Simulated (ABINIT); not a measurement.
**How the form of the self-energy moves the gap of AlAs (F-43m)**

How much does the gap of AlAs (F-43m) depend on the approximation to the self-energy?

Program: ABINIT 10.8.3. Level of theory: PBE and many-body steps on it, plane waves. Results are calculated unless marked as measured.

**What was measured.**

- Gap 3.018 eV: lowest direct gap at Gamma; earlier measurement quoted from literature, technique not stated; 300 K; bulk crystal (pure AlAs, literature value used as model input) (quoted in “Simultaneous Measurement of Mid-Infrared Refractive Indices in Thin-Film Heterostructures: Methodology and Results for GaAs/AlGaAs”, 2023, arxiv:2301.08293).

### 1. Set-up

It takes space group F-43m (No. 216, cubic). The conventional cell has a = 5.661 Å, b = 5.661 Å, c = 5.661 Å, α = 90.00°, β = 90.00°, γ = 90.00°. Al has 4 As at 2.45 Å nearest. Nearest to As lie 4 Al at 2.45 Å. Farther neighbours are not listed.

The cell and positions come from the Crystallography Open Database and are kept as given unless a step says otherwise.

### 2. Empty states on the mesh, 4×4×4 mesh, 156 bands

This step: ABINIT 10.8.3; DFT, PBE, plane waves, norm-conserving pseudopotentials.

The sums over transitions need many empty states on a uniform mesh; this step solves for them.

Contents of run.abi:

```
acell 3*1.0 Angstrom
rprim 
  0.000000000000 2.830400000000 2.830400000000
  2.830400000000 0.000000000000 2.830400000000
  2.830400000000 2.830400000000 -0.000000000000
ntypat 2
znucl 13 33
natom 2
typat 1 2
xred 
  0.000000000000 0.000000000000 0.000000000000
  0.250000000000 0.250000000000 0.250000000000
pp_dirpath "pseudos"
pseudos "Al.upf, As.upf"
ecut 44
ngkpt 4 4 4
nshiftk 1
shiftk 0 0 0
kptopt 1
chksymbreak 0
irdden 1
istwfk *1
nband 156
prtvol 0
optdriver 6
gwr_task "HDIAGO"
paral_kgb 0
occopt 1
indata_prefix "in"
outdata_prefix "out"
tmpdata_prefix "tmp"
```

Command:

```
$ OMP_NUM_THREADS=1 mpirun -n 8 abinit run.abi > log
```

The log of the run:

```text
.Version 10.8.3 of ABINIT. v10.8.2 released Aug 2026.

 Symmetries : space group F-4 3 m (#216); Bravais cF (face-center cubic)
[... echo of the input left out ...]
== DATASET  1 ==================================================================
-   mpi_nproc: 8, omp_nthreads: 1 (-1 if OMP is not activated)

--- !DatasetInfo
iteration_state: {dtset: 1, }
dimensions: {natom: 2, nkpt: 8, mband: 156, nsppol: 1, nspinor: 1, nspden: 1, mpw: 4314, }
cutoff_energies: {ecut:  44.0, pawecutdg:  -1.0, }
[...]
Indirect band gap semiconductor
 Fundamental gap:     1.436 (eV)
   VBM:     4.434 (eV) at k: [ 0.0000E+00,  0.0000E+00,  0.0000E+00]
   CBM:     5.870 (eV) at k: [ 5.0000E-01,  5.0000E-01,  0.0000E+00]
 Direct gap:         2.044 (eV) at k: [ 0.0000E+00,  0.0000E+00,  0.0000E+00]

== END DATASET(S) ==============================================================
================================================================================

 -outvars: echo values of variables after computation  --------
           etotal      0.0000000000E+00
            nband         156
             nkpt           8
          spgroup         216
 [... the other variables as echoed above ...]

 Calculation completed.
```

The job ended after 1.8 min (8 MPI ranks of Arm Neoverse N1, shared host; peak memory 8.2 GiB; 15 min of CPU time).

Numbers from this step:

```
gap                                                           : 1.436 eV
k of the valence top                                          : 0, 0, 0
k of the conduction bottom                                    : 0.5, 0.5, 0
least direct gap                                              : 2.044 eV
k points computed                                             : 8
lowest point of the top converged band, above the valence top : 108.3176 eV
```

On this mesh the gap is 1.436 eV.

The density comes from a self-consistent run that is not shown.

### 3. Screening, 4×4×4 mesh, 148 bands, screening to 190.5 eV

The RPA dielectric matrix is built and inverted for each q.

This step: RPA screening on PBE, plane waves, norm-conserving pseudopotentials.

Changes to run.abi since step 2:

```diff
@@ -20,10 +20,11 @@
 chksymbreak 0
-irdden 1
 istwfk *1
-nband 156
-prtvol 0
-optdriver 6
-gwr_task "HDIAGO"
-paral_kgb 0
 occopt 1
+irdwfk 1
+optdriver 3
+nband 148
+ecuteps 7
+inclvkb 2
+awtr 1
+symchi 1
 indata_prefix "in"
```

The log of the run:

```text
.Version 10.8.3 of ABINIT. v10.8.2 released Aug 2026.

 Symmetries : space group F-4 3 m (#216); Bravais cF (face-center cubic)
[... echo of the input left out ...]
== DATASET  1 ==================================================================
-   mpi_nproc: 8, omp_nthreads: 1 (-1 if OMP is not activated)

--- !DatasetInfo
iteration_state: {dtset: 1, }
dimensions: {natom: 2, nkpt: 8, mband: 148, nsppol: 1, nspinor: 1, nspden: 1, mpw: 4314, }
cutoff_energies: {ecut:  44.0, pawecutdg:  -1.0, }
electrons: {nelect:   2.60000000E+01, charge:   0.00000000E+00, occopt:   1.00000000E+00, tsmear:   1.00000000E-02, }

 SCREENING: Calculation of the susceptibility and dielectric matrices

 Based on a program developped by R.W. Godby, V. Olevano, G. Onida, and L. Reining.
 Incorporated in ABINIT by V. Olevano, G.-M. Rignanese, and M. Torrent.
.Using double precision arithmetic ; gwpc =  8

[... cell and pseudopotentials left out ...]
--------------------------------------------------------------------------------

 ==== K-mesh for the wavefunctions ====
 Number of points in the irreducible wedge :     8
[... list of points left out ...]
 Together with 24 symmetry operations and time-reversal symmetry
 yields    64 points in the full Brillouin Zone.

 ==== Q-mesh for the screening function ====
 Number of points in the irreducible wedge :     8
[... list of points left out ...]
 Together with 24 symmetry operations and time-reversal symmetry
 yields    64 points in the full Brillouin Zone.

 setmesh: FFT mesh size selected  =    32x   32x   32
          total number of points  =        32768

 vcoul_init : cutoff-mode = AUXILIARY_FUNCTION
 q-points for optical limit:   1
     1)      0.000010    0.000020    0.000030

- screening: taking advantage of time-reversal symmetry
- Maximum band index for partially occupied states nbvw = 13
- Remaining bands to be divided among processors   nbcw = 135
- Number of bands treated by each node ~16

 Number of electrons calculated from density =   26.0000; Expected =   26.0000
 average of density, n =  0.084958
 r_s =    1.4111
 omega_plasma =   28.1162 [eV]

 calculating chi0 at frequencies [eV] :
  1    0.000000E+00    0.000000E+00
  2    0.000000E+00    2.811624E+01

--------------------------------------------------------------------------------
  q-point number  1        q = ( 0.000000, 0.000000, 0.000000) [r.l.u.]
--------------------------------------------------------------------------------
[... chi0 elements left out ...]
 For q-point:  0.000010 0.000020 0.000030
  dielectric constant =  14.2193
  dielectric constant without local fields =  15.9582

  Average fulfillment of the sum rule on Im[epsilon] for q-point    1 :     49.04  [%]
[... wings left out ...]
  q-point number  2        q = ( 0.250000, 0.000000, 0.000000) [r.l.u.]
--------------------------------------------------------------------------------
[... chi0 elements left out ...]
  Average fulfillment of the sum rule on Im[epsilon] for q-point    2 :     54.53  [%]

 [... 6 further q-points ...]
```

Elapsed: 83 s, on 8 MPI ranks; peak memory 1.8 GiB.

This step gave:

```yaml
eps_infinity_with_local_fields_on_this_mesh_along_the_program_s_q_direction: 14.22
the_same_without_local_fields: 15.96
plasma_frequency: 28.12 eV
plane_waves_in_the_screening_matrix: 283
```

Local fields lower ε∞ by 11 %. On a Γ-centred mesh this coarse the value itself is usually too large, while a short band sum pulls it down.

### 4. G0W0, Godby-Needs plasmon pole

The self-energy is evaluated for the states that the input lists, and the levels follow from it, in one-shot runs by the linearised quasiparticle equation.

This step: G0W0 on PBE, plane waves, norm-conserving pseudopotentials.

Changes to run.abi since step 3:

```diff
@@ -23,8 +23,17 @@
 irdwfk 1
-optdriver 3
+optdriver 4
 nband 148
+gwcalctyp 0
+ecutsigx 44
+symsigma 1
+nkptgw 2
+kptgw 
+  0.0000000000 0.0000000000 0.0000000000
+  0.5000000000 0.5000000000 0.0000000000
+bdgw 
+  11 17
+  12 15
 ecuteps 7
-inclvkb 2
-awtr 1
-symchi 1
+irdscr 1
+ppmodel 1
 indata_prefix "in"
```

The log of the run:

```text
.Version 10.8.3 of ABINIT. v10.8.2 released Aug 2026.

 Symmetries : space group F-4 3 m (#216); Bravais cF (face-center cubic)
[... echo of the input left out ...]
== DATASET  1 ==================================================================
-   mpi_nproc: 8, omp_nthreads: 1 (-1 if OMP is not activated)

--- !DatasetInfo
iteration_state: {dtset: 1, }
dimensions: {natom: 2, nkpt: 8, mband: 148, nsppol: 1, nspinor: 1, nspden: 1, mpw: 4314, }
cutoff_energies: {ecut:  44.0, pawecutdg:  -1.0, }
electrons: {nelect:   2.60000000E+01, charge:   0.00000000E+00, occopt:   1.00000000E+00, tsmear:   1.00000000E-02, }

 SIGMA: Calculation of the GW corrections

 Based on a program developped by R.W. Godby, V. Olevano, G. Onida, and L. Reining.
 Incorporated in ABINIT by V. Olevano, G.-M. Rignanese, and M. Torrent.
.Using double precision arithmetic ; gwpc =  8

[... cell and pseudopotentials left out ...]
--------------------------------------------------------------------------------

 ==== K-mesh for the wavefunctions ====
 Number of points in the irreducible wedge :     8
[... list of points left out ...]
 Together with 24 symmetry operations and time-reversal symmetry
 yields    64 points in the full Brillouin Zone.

 ==== Q-mesh for screening function ====
 Number of points in the irreducible wedge :     8
[... list of points left out ...]
 Together with 24 symmetry operations and time-reversal symmetry
 yields    64 points in the full Brillouin Zone.

 vcoul_init : cutoff-mode = AUXILIARY_FUNCTION
 q-points for optical limit:   1
     1)      0.000010    0.000020    0.000030
 setmesh: FFT mesh size selected  =    45x   45x   45
          total number of points  =        91125

 Number of electrons calculated from density =   26.0000; Expected =   26.0000
 average of density, n =  0.084958
 r_s =    1.4111
 omega_plasma =   28.1162 [eV]

 === KS Band Gaps ===
  >>>> For spin  1
   Minimum direct gap =   2.0442 [eV], located at k-point      :   0.0000  0.0000  0.0000
   Fundamental gap    =   1.4358 [eV], Top of valence bands at :   0.0000  0.0000  0.0000
                                       Bottom of conduction at :   0.5000  0.5000  0.0000
 SIGMA fundamental parameters:
 PLASMON POLE MODEL  1
 number of plane-waves for SigmaX                 4279
 number of plane-waves for SigmaC and W            283
 number of plane-waves for wavefunctions          4279
 number of bands                                   148
 number of independent spin polarizations            1
 number of spinorial components                      1
 number of k-points in IBZ                           8
 number of q-points in IBZ                           8
 number of symmetry operations                      24
 number of k-points in BZ                           64
 number of q-points in BZ                           64
 number of frequencies for dSigma/dE                 9
 frequency step for dSigma/dE [eV]                0.25
 number of omega for Sigma on real axis              0
 max omega for Sigma on real axis  [eV]           0.00
 zcut for avoiding poles [eV]                     0.10

 EPSILON^-1 parameters (SCR file):
 dimension of the eps^-1 matrix on file            283
 dimension of the eps^-1 matrix used               283
 number of plane-waves for wavefunctions          4279
 number of bands                                   148
 number of q-points in IBZ                           8
 number of frequencies                               2
 number of real frequencies                          1
 number of imag frequencies                          1

 matrix elements of self-energy operator (all in [eV])

 Perturbative Calculation

--- !SelfEnergy_ee
iteration_state: {dtset: 1, }
kpoint     : [   0.000,    0.000,    0.000, ]
spin       : 1
KS_gap     :    2.044
QP_gap     :    2.788
Delta_QP_KS:    0.744
data: !SigmaeeData |
     Band     E0 <VxcDFT>   SigX SigC(E0)      Z dSigC/dE  Sig(E)    E-E0       E
       11   4.434 -13.057 -14.997   1.174   0.786  -0.272 -13.660  -0.603   3.831
       12   4.434 -13.057 -14.997   1.174   0.786  -0.272 -13.660  -0.603   3.831
       13   4.434 -13.057 -14.997   1.174   0.786  -0.272 -13.660  -0.603   3.831
       14   6.478 -11.857  -7.665  -4.014   0.795  -0.258 -11.716   0.142   6.619
       15   8.727  -9.563  -5.073  -4.395   0.781  -0.280  -9.489   0.075   8.801
       16   8.727  -9.563  -5.073  -4.395   0.781  -0.280  -9.489   0.075   8.801
       17   8.727  -9.563  -5.073  -4.395   0.781  -0.280  -9.489   0.075   8.801

--- !SelfEnergy_ee
iteration_state: {dtset: 1, }
kpoint     : [   0.500,    0.500,    0.000, ]
spin       : 1
KS_gap     :    3.609
QP_gap     :    4.315
Delta_QP_KS:    0.706
data: !SigmaeeData |
     Band     E0 <VxcDFT>   SigX SigC(E0)      Z dSigC/dE  Sig(E)    E-E0       E
       12   2.260 -11.610 -14.419   1.765   0.765  -0.307 -12.409  -0.798   1.462
       13   2.260 -11.610 -14.419   1.765   0.765  -0.307 -12.409  -0.798   1.462
       14   5.870  -8.423  -4.736  -3.802   0.803  -0.246  -8.515  -0.093   5.777
       15   6.735  -9.140  -5.244  -3.856   0.801  -0.249  -9.109   0.031   6.766

== END DATASET(S) ==============================================================
================================================================================

 -outvars: echo values of variables after computation  --------
           etotal      0.0000000000E+00
            nband         148
             nkpt           8
          spgroup         216
 [... the other variables as echoed above ...]

 Calculation completed.
```

Wall time 20 s (8 MPI ranks); peak memory 1.7 GiB.

Numbers from this step:

| Property | Result |
| --- | --- |
| G0W0 gap on the points computed | 1.946 eV |
| starting gap on the mesh | 1.436 eV |
| k of the valence top | 0, 0, 0 |
| k of the conduction bottom | 0.5, 0.5, 0 |
| Z at the valence top | 0.786 |
| Z at the conduction bottom | 0.803 |
| least direct G0W0 gap on the computed points | 2.788 eV |

The gap on the mesh goes from 1.44 eV to 1.95 eV, a correction of +0.51 eV.

### 5. G0W0, Hybertsen-Louie plasmon pole

Changes to run.abi since step 4:

```diff
@@ -37,3 +37,3 @@
 irdscr 1
-ppmodel 1
+ppmodel 2
 indata_prefix "in"
```

The log of the run:

```text
.Version 10.8.3 of ABINIT. v10.8.2 released Aug 2026.

 Symmetries : space group F-4 3 m (#216); Bravais cF (face-center cubic)
[... echo of the input left out ...]
== DATASET  1 ==================================================================
-   mpi_nproc: 8, omp_nthreads: 1 (-1 if OMP is not activated)

--- !DatasetInfo
iteration_state: {dtset: 1, }
dimensions: {natom: 2, nkpt: 8, mband: 148, nsppol: 1, nspinor: 1, nspden: 1, mpw: 4314, }
cutoff_energies: {ecut:  44.0, pawecutdg:  -1.0, }
electrons: {nelect:   2.60000000E+01, charge:   0.00000000E+00, occopt:   1.00000000E+00, tsmear:   1.00000000E-02, }

 SIGMA: Calculation of the GW corrections

 Based on a program developped by R.W. Godby, V. Olevano, G. Onida, and L. Reining.
 Incorporated in ABINIT by V. Olevano, G.-M. Rignanese, and M. Torrent.
.Using double precision arithmetic ; gwpc =  8

[... cell and pseudopotentials left out ...]
--------------------------------------------------------------------------------

 ==== K-mesh for the wavefunctions ====
 Number of points in the irreducible wedge :     8
[... list of points left out ...]
 Together with 24 symmetry operations and time-reversal symmetry
 yields    64 points in the full Brillouin Zone.

 ==== Q-mesh for screening function ====
 Number of points in the irreducible wedge :     8
[... list of points left out ...]
 Together with 24 symmetry operations and time-reversal symmetry
 yields    64 points in the full Brillouin Zone.

 vcoul_init : cutoff-mode = AUXILIARY_FUNCTION
 q-points for optical limit:   1
     1)      0.000010    0.000020    0.000030
 setmesh: FFT mesh size selected  =    45x   45x   45
          total number of points  =        91125

 Number of electrons calculated from density =   26.0000; Expected =   26.0000
[...]
number of omega for Sigma on real axis              0
 max omega for Sigma on real axis  [eV]           0.00
 zcut for avoiding poles [eV]                     0.10

 EPSILON^-1 parameters (SCR file):
 dimension of the eps^-1 matrix on file            283
 dimension of the eps^-1 matrix used               283
 number of plane-waves for wavefunctions          4279
 number of bands                                   148
 number of q-points in IBZ                           8
 number of frequencies                               2
 number of real frequencies                          1
 number of imag frequencies                          1

 matrix elements of self-energy operator (all in [eV])

 Perturbative Calculation

--- !SelfEnergy_ee
iteration_state: {dtset: 1, }
kpoint     : [   0.000,    0.000,    0.000, ]
spin       : 1
KS_gap     :    2.044
QP_gap     :    2.850
Delta_QP_KS:    0.806
data: !SigmaeeData |
     Band     E0 <VxcDFT>   SigX SigC(E0)      Z dSigC/dE  Sig(E)    E-E0       E
       11   4.434 -13.057 -14.997   0.532   0.855  -0.169 -14.262  -1.205   3.229
       12   4.434 -13.057 -14.997   0.532   0.855  -0.169 -14.262  -1.205   3.229
       13   4.434 -13.057 -14.997   0.532   0.855  -0.169 -14.262  -1.205   3.229
[...]
--- !SelfEnergy_ee
iteration_state: {dtset: 1, }
kpoint     : [   0.500,    0.500,    0.000, ]
spin       : 1
KS_gap     :    3.609
QP_gap     :    4.541
Delta_QP_KS:    0.932
data: !SigmaeeData |
     Band     E0 <VxcDFT>   SigX SigC(E0)      Z dSigC/dE  Sig(E)    E-E0       E
[...]
14   5.870  -8.423  -4.736  -4.266   0.865  -0.157  -8.923  -0.501   5.369
       15   6.735  -9.140  -5.244  -4.369   0.863  -0.159  -9.548  -0.408   6.326

== END DATASET(S) ==============================================================
================================================================================

 -outvars: echo values of variables after computation  --------
           etotal      0.0000000000E+00
            nband         148
             nkpt           8
          spgroup         216
 [... the other variables as echoed above ...]

 Calculation completed.
```

The job ended after 20 s (8 MPI ranks; peak memory 1.6 GiB).

Numbers from this step:

```
G0W0 gap on the points computed              : 2.140 eV
starting gap on the mesh                     : 1.436 eV
k of the valence top                         : 0, 0, 0
k of the conduction bottom                   : 0.5, 0.5, 0
Z at the valence top                         : 0.855
Z at the conduction bottom                   : 0.865
least direct G0W0 gap on the computed points : 2.850 eV
```

Against G0W0 in ABINIT (4×4×4 mesh, 148 bands, screening to 190.5 eV, Godby-Needs plasmon pole), the gap moves by +0.194 eV.

### 6. G0W0, von der Linden-Horsch plasmon pole

Changes to run.abi since step 5:

```diff
@@ -37,3 +37,3 @@
 irdscr 1
-ppmodel 2
+ppmodel 3
 indata_prefix "in"
```

The log of the run:

```text
.Version 10.8.3 of ABINIT. v10.8.2 released Aug 2026.

 Symmetries : space group F-4 3 m (#216); Bravais cF (face-center cubic)
[... echo of the input left out ...]
== DATASET  1 ==================================================================
-   mpi_nproc: 8, omp_nthreads: 1 (-1 if OMP is not activated)

--- !DatasetInfo
iteration_state: {dtset: 1, }
dimensions: {natom: 2, nkpt: 8, mband: 148, nsppol: 1, nspinor: 1, nspden: 1, mpw: 4314, }
cutoff_energies: {ecut:  44.0, pawecutdg:  -1.0, }
[...]
Band     E0 <VxcDFT>   SigX SigC(E0)      Z dSigC/dE  Sig(E)    E-E0       E
[...]
14   5.870  -8.423  -4.736  -4.491   0.884  -0.132  -9.133  -0.711   5.159
       15   6.735  -9.140  -5.244  -4.569   0.880  -0.136  -9.733  -0.593   6.142

== END DATASET(S) ==============================================================
================================================================================

 -outvars: echo values of variables after computation  --------
           etotal      0.0000000000E+00
            nband         148
             nkpt           8
          spgroup         216
 [... the other variables as echoed above ...]

 Calculation completed.
```

Wall time 12 s (8 MPI ranks); peak memory 1.4 GiB.

Numbers from this step:

| Property | Result |
| --- | --- |
| G0W0 gap on the points computed | 2.051 eV |
| starting gap on the mesh | 1.436 eV |
| k of the valence top | 0, 0, 0 |
| k of the conduction bottom | 0.5, 0.5, 0 |
| least direct G0W0 gap on the computed points | 2.934 eV |

Against G0W0 in ABINIT (4×4×4 mesh, 148 bands, screening to 190.5 eV, Godby-Needs plasmon pole), the gap moves by +0.105 eV.

(Part 1 of 2 ends here.)

[Paths, hosts, dates, memory and timing lines, banners, echoed tables and standing remarks are left out of the program output.]

[Logs are printed without paths, hosts, clocks, repeated set-up lines and the standing remarks that a program may print on its own settings, such as how far it seeks lower states.]

[Runs of the session that timed out or met a known fault of the program may be left out.]

[Hosts, paths, dates, database ids (printed as entryN), source tags and the programs' standing remarks are cut or masked in the printed files.]

[G0W0 gaps are taken among the corrected bands and points alone; a level outside them can change the order at an edge.]

[Where Ansatz stands beside ABINIT at settings called matched, ABINIT's density can come from a denser mesh and the files from another edition; pairs whose starting gaps differed by over 0.03 eV were left out, so agreement reads better than it is.]
